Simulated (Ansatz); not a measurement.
A crystal relaxed with r2SCAN in the PAW code Ansatz has space group F-43m (No. 216) and a = 5.213 Å.

| atom | site | x | y | z |
| --- | --- | --- | --- | --- |
| Xx | 4a | 0.0000 | 0.0000 | 0.0000 |
| O | 4d | 0.2500 | 0.2500 | 0.7500 |

With r2SCAN the valence top lies at W and the conduction bottom at Γ, 3.76 eV higher; the smallest vertical gap, at Γ, is 4.37 eV. HSE06 gives an indirect gap of 4.73 eV, from X to Γ; the least direct gap is 5.35 eV at Γ. With PBE the valence top lies at W and the conduction bottom at Γ, 3.33 eV higher; the smallest vertical gap, at Γ, is 3.95 eV. Meshes: r2SCAN 8×8×8, HSE06 6×6×6, PBE 8×8×8. r2SCAN's ε∞ is 3.1 in all directions.

**Question.** Which element is Xx?
A. Be
B. Mg
C. Ba
D. Ca

**Answer.** D. Xx is Ca: zincblende CaO. Ca is surrounded by 4 O at 2.26 Å; O is surrounded by 4 Ca at 2.26 Å.

The calculation is spin-unpolarised, and the structure need not be a phase that has been made.

The meshes of the hybrids are coarse, so their gaps aren't converged to the digits shown.
